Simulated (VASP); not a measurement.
# KF in VASP: one cell, several levels of theory

Aim: gap, levels, forces and stress of KF in the zincblende structure, under -4.2 % biaxial strain in x and y, free along z at fixed geometry. Runs: PBE, r2SCAN. The results are then set beside those of Ansatz 0.2.0 for the same cell. This is a trial cell built on a prototype, not taken from a measured structure, and it needn't be the compound's ground state.

Code: VASP 6.6.1. PAW datasets, plane waves. Computed, not measured; no magnetism was allowed, and the structure may never have been made.

**1. The system as given**

The cell comes from an earlier relaxation with r2SCAN in another program, then strained, with the atoms relaxed again.

It is tetragonal, I-4m2 (No. 119); a = 3.975 Å, c = 6.287 Å in the conventional setting, 24.83 Å³ an atom. Around K lie 4 F at 2.53 Å; around F lie 4 K at 2.53 Å.

Structure file:

```cif
data_structure
_symmetry_space_group_name_H-M 'I-4m2'
_symmetry_Int_Tables_number 119
_cell_length_a 3.9749
_cell_length_b 3.9749
_cell_length_c 6.2865
_cell_angle_alpha 90.000
_cell_angle_beta 90.000
_cell_angle_gamma 90.000
_cell_volume 99.32
loop_
_atom_site_label
_atom_site_type_symbol
_atom_site_symmetry_multiplicity
_atom_site_Wyckoff_symbol
_atom_site_fract_x
_atom_site_fract_y
_atom_site_fract_z
_atom_site_occupancy
K1 K 2 a 0.00000 0.00000 0.00000 1
F1 F 2 d 0.50000 0.00000 0.25000 1
```

**2. PBE**

Input file INCAR:

```
ENCUT = 520.000000
SIGMA = 0.020000
EDIFF = 1.00e-07
GGA = PE
PREC = Accurate
IBRION = -1
ISIF = 2
ISMEAR = -1
NBANDS = 15
NELM = 120
NSW = 0
LASPH = .TRUE.
LCHARG = .FALSE.
LWAVE = .FALSE.
LREAL = .FALSE.
```

Input file KPOINTS:

```
KPOINTS created by Atomic Simulation Environment
0
Gamma
8 8 8
0 0 0
```

Input file KPOINTS_OPT:

```
special points
6
Reciprocal
0.0000000000 0.0000000000 0.0000000000 1
-0.5000000000 -0.5000000000 0.0000000000 1
-0.3750000000 -0.3750000000 0.2500000000 1
-0.3750000000 0.0000000000 0.3750000000 1
0.0000000000 0.0000000000 0.5000000000 1
-0.5000000000 -0.2500000000 0.2500000000 1
```

Input file POSCAR:

```
K  F
 1.0000000000000000
     0.0000000000000000    2.8106468691000002    3.1432521659999999
     2.8106468691000002    0.0000000000000000    3.1432521659999999
     2.8106468691000002    2.8106468691000002    0.0000000000000000
 K   F
   1   1
Cartesian
  0.0000000000000000  0.0000000000000000  0.0000000000000000
  1.4053234345500001  1.4053234345500001  1.5716260830000004
```

The run uses the recommended PBE PAW datasets (16 valence electrons a neutral cell).

The run is started by

```sh
> mpirun -np 1 vasp_std
```

Standard output, without the iteration lines:

```text
POSCAR found type information on POSCAR K F
 POSCAR found :  2 types and       2 ions
 LDA part: xc-table for (Slater+PW92), standard interpolation
 POSCAR, INCAR and KPOINTS ok, starting setup
 FFT: planning ... GRIDC
 FFT: planning ... GRID_SOFT
 FFT: planning ... GRID
 WAVECAR not read
 entering main loop
 Start KPOINTS_OPT (optional k-point list driver)
k-point batch [1-6\6]
```

OSZICAR:

```text
N       E                     dE             d eps       ncg     rms          rms(c)
DAV:   1     0.111427902966E+03    0.11143E+03   -0.78809E+03  1770   0.995E+02
DAV:   2    -0.467021431721E+01   -0.11610E+03   -0.10637E+03  2241   0.275E+02
DAV:   3    -0.952055455532E+01   -0.48503E+01   -0.48293E+01  2418   0.516E+01
DAV:   4    -0.967557945854E+01   -0.15502E+00   -0.15501E+00  2420   0.834E+00
DAV:   5    -0.967648135892E+01   -0.90190E-03   -0.90189E-03  2466   0.765E-01    0.686E+00
DAV:   6    -0.815079744760E+01    0.15257E+01   -0.45719E+00  1973   0.161E+01    0.398E+00
DAV:   7    -0.810800113304E+01    0.42796E-01   -0.12332E-01  2108   0.256E+00    0.235E+00
DAV:   8    -0.810614277083E+01    0.18584E-02   -0.77920E-02  1903   0.261E+00    0.320E-01
DAV:   9    -0.810949362927E+01   -0.33509E-02   -0.84429E-03  2244   0.589E-01    0.147E-01
DAV:  10    -0.811142126408E+01   -0.19276E-02   -0.23137E-03  1826   0.406E-01    0.598E-02
DAV:  11    -0.811136556996E+01    0.55694E-04   -0.18710E-04  2458   0.108E-01    0.171E-02
DAV:  12    -0.811137589999E+01   -0.10330E-04   -0.16258E-05  1921   0.325E-02    0.430E-03
DAV:  13    -0.811137730058E+01   -0.14006E-05   -0.19974E-06  2301   0.104E-02    0.252E-03
DAV:  14    -0.811137726205E+01    0.38525E-07   -0.32337E-07  2344   0.424E-03
   1 F= -.81113773E+01 E0= -.81113773E+01  d E =-.404198E-12
       N       E                     dE             ncg
DAV:   1     0.597893629961E+03   -0.33640E+04      180
DAV:   2    -0.472908011526E+02   -0.64518E+03      236
DAV:   3    -0.764359473758E+02   -0.29145E+02      244
DAV:   4    -0.773378651180E+02   -0.90192E+00      248
DAV:   5    -0.773429193396E+02   -0.50542E-02      237
DAV:   6    -0.773430054656E+02   -0.86126E-04      255
DAV:   7    -0.773430057309E+02   -0.26526E-06      236
DAV:   8    -0.773430057319E+02   -0.10573E-08      167
```

The lines after F= are the extra pass for the points of KPOINTS_OPT, at fixed density; their E is not a total energy.

From OUTCAR:

```text
k-points           NKPTS =     59   k-points in BZ     NKDIM =     59   number of bands    NBANDS=     15

   NELECT =      16.0000    total number of electrons

   dimension x,y,z NGX =    32 NGY =   32 NGZ =   30
   dimension x,y,z NGXF=    64 NGYF=   64 NGZF=   60

  energy-cutoff  :      520.00
  volume of cell :       49.66
      direct lattice vectors                 reciprocal lattice vectors
     0.000000000  2.810646869  3.143252166    -0.177894991  0.177894991  0.159070916
     2.810646869  0.000000000  3.143252166     0.177894991 -0.177894991  0.159070916
     2.810646869  2.810646869  0.000000000     0.177894991  0.177894991 -0.159070916

 k-points in reciprocal lattice and weights: KPOINTS created by Atomic Simulation Env
   0.00000000  0.00000000  0.00000000       0.002
   0.12500000  0.00000000  0.00000000       0.016
   0.25000000  0.00000000  0.00000000       0.016
   0.37500000  0.00000000  0.00000000       0.016
   0.50000000  0.00000000  0.00000000       0.008
   0.12500000  0.12500000  0.00000000       0.004
   0.25000000  0.12500000  0.00000000       0.016
   0.37500000  0.12500000  0.00000000       0.016
[... 51 more k-points ...]

 E-fermi :  -3.0623

 k-point     1 :       0.0000    0.0000    0.0000
  band No.  band energies     occupation
      1     -29.7776      2.00000
      2     -22.1411      2.00000
      3     -13.1781      2.00000
      4     -13.1781      2.00000
      5     -13.1696      2.00000
      6      -3.8239      2.00000
      7      -3.8057      2.00000
      8      -3.8056      2.00000
      9       1.5908      0.00000
     10       7.6720      0.00000
     11       7.8011      0.00000
     12       8.6444      0.00000
     13       8.6476      0.00000
     14       8.6476      0.00000
     15      12.9707      0.00000

 k-point     2 :       0.1250    0.0000    0.0000
  band No.  band energies     occupation
      1     -29.7710      2.00000
      2     -22.1533      2.00000
      3     -13.2005      2.00000
      4     -13.1825      2.00000
      5     -13.1752      2.00000
      6      -3.8569      2.00000
      7      -3.7945      2.00000
      8      -3.7887      2.00000
      9       1.9119      0.00000
     10       7.3734      0.00000
     11       8.0083      0.00000
     12       8.2465      0.00000
     13       8.5363      0.00000
     14       8.9498      0.00000
     15      12.3604      0.00000

 k-point     3 :       0.2500    0.0000    0.0000
  band No.  band energies     occupation
      1     -29.7551      2.00000
      2     -22.1829      2.00000
      3     -13.2537      2.00000
      4     -13.1932      2.00000
      5     -13.1910      2.00000
      6      -3.9011      2.00000
      7      -3.7719      2.00000
      8      -3.7488      2.00000
      9       2.7351      0.00000
     10       7.0572      0.00000
     11       7.5574      0.00000
     12       7.8826      0.00000
     13       8.8467      0.00000
     14       9.1483      0.00000
     15      11.1417      0.00000

 k-point     4 :       0.3750    0.0000    0.0000
  band No.  band energies     occupation
      1     -29.7391      2.00000
      2     -22.2124      2.00000
      3     -13.3077      2.00000
      4     -13.2077      2.00000
      5     -13.2037      2.00000
      6      -3.9014      2.00000
      7      -3.7570      2.00000
      8      -3.7100      2.00000
      9       3.7676      0.00000
     10       6.3694      0.00000
     11       7.1567      0.00000
     12       7.6620      0.00000
     13       9.2786      0.00000
     14       9.3497      0.00000
     15      10.6531      0.00000

 k-point     5 :       0.5000    0.0000    0.0000
  band No.  band energies     occupation
      1     -29.7324      2.00000
      2     -22.2248      2.00000
      3     -13.3304      2.00000
      4     -13.2148      2.00000
      5     -13.2080      2.00000
      6      -3.8886      2.00000
      7      -3.7548      2.00000
      8      -3.6944      2.00000
      9       4.4853      0.00000
     10       5.6772      0.00000
     11       7.0877      0.00000
     12       7.5937      0.00000
     13       9.3290      0.00000
     14       9.6224      0.00000
     15      10.6819      0.00000

 k-point     6 :       0.1250    0.1250    0.0000
  band No.  band energies     occupation
      1     -29.7701      2.00000
      2     -22.1592      2.00000
      3     -13.1927      2.00000
      4     -13.1927      2.00000
      5     -13.1647      2.00000
      6      -3.8797      2.00000
      7      -3.7735      2.00000
      8      -3.7735      2.00000
      9       1.9512      0.00000
     10       6.7613      0.00000
     11       8.1113      0.00000
     12       8.7446      0.00000
     13       8.7574      0.00000
     14       8.7574      0.00000
     15      12.9739      0.00000

 k-point     7 :       0.2500    0.1250    0.0000
  band No.  band energies     occupation
      1     -29.7583      2.00000
      2     -22.1844      2.00000
      3     -13.2294      2.00000
      4     -13.2074      2.00000
      5     -13.1639      2.00000
      6      -3.9178      2.00000
      7      -3.7544      2.00000
      8      -3.7342      2.00000
      9       2.5479      0.00000
     10       6.3240      0.00000
     11       7.9311      0.00000
     12       8.4475      0.00000
     13       8.9013      0.00000
     14       9.1126      0.00000
     15      11.8757      0.00000

 k-point     8 :       0.3750    0.1250    0.0000
  band No.  band energies     occupation
      1     -29.7423      2.00000
      2     -22.2137      2.00000
      3     -13.2955      2.00000
      4     -13.2179      2.00000
      5     -13.1684      2.00000
      6      -3.9108      2.00000
      7      -3.7531      2.00000
      8      -3.6948      2.00000
      9       3.4573      0.00000
     10       6.0397      0.00000
     11       7.4667      0.00000
     12       8.0878      0.00000
     13       9.2735      0.00000
     14       9.3147      0.00000
     15      10.8702      0.00000

[... the tables of k-points 9 to 59 left out ...]

  Total        0.4134228      0.4134228      0.3153312      0.0000000     -0.0000000      0.0000000
  in kB       13.3377682     13.3377682     10.1731573      0.0000000     -0.0000000      0.0000000
  external PRESSURE =      12.2828979 kB  Pullay stress =       0.0000000 kB

 POSITION                                       TOTAL-FORCE (eV/Angst)
 -----------------------------------------------------------------------------------
      0.00000      0.00000      0.00000        -0.000000     -0.000000      0.000000
      1.40532      1.40532      1.57163         0.000000      0.000000     -0.000000
 -----------------------------------------------------------------------------------
    total drift:                                0.000002      0.000002      0.000003

  FREE ENERGIE OF THE ION-ELECTRON SYSTEM (eV)
  ---------------------------------------------------
  free  energy   TOTEN  =        -8.1113772621 eV

  energy  without entropy=       -8.1113772621  energy(sigma->0) =       -8.11137726
```

Hardware: 1 MPI rank of Intel Xeon Platinum 8488C, shared host.

The levels at the points of KPOINTS_OPT are read from vasprun.xml.

Near the gap, in eV above the top of the last filled band v; c is the band after it:

```tsv
point	v−1	v	c	c+1
Γ	-0.22	-0.22	5.17	11.26
X	0.00	0.00	8.10	8.14
U	-0.09	-0.03	8.18	8.60
K	-0.11	-0.07	8.25	8.83
L	-0.17	-0.11	8.07	9.26
W	-0.21	-0.01	8.29	8.66
```

Gap with PBE: 5.17 eV, valence top at X, conduction bottom at Γ. Least direct gap: 5.40 eV. Pressure: 1.23 GPa; the forces vanish within 0.01 eV/Å.

[end of part 1 of 2]
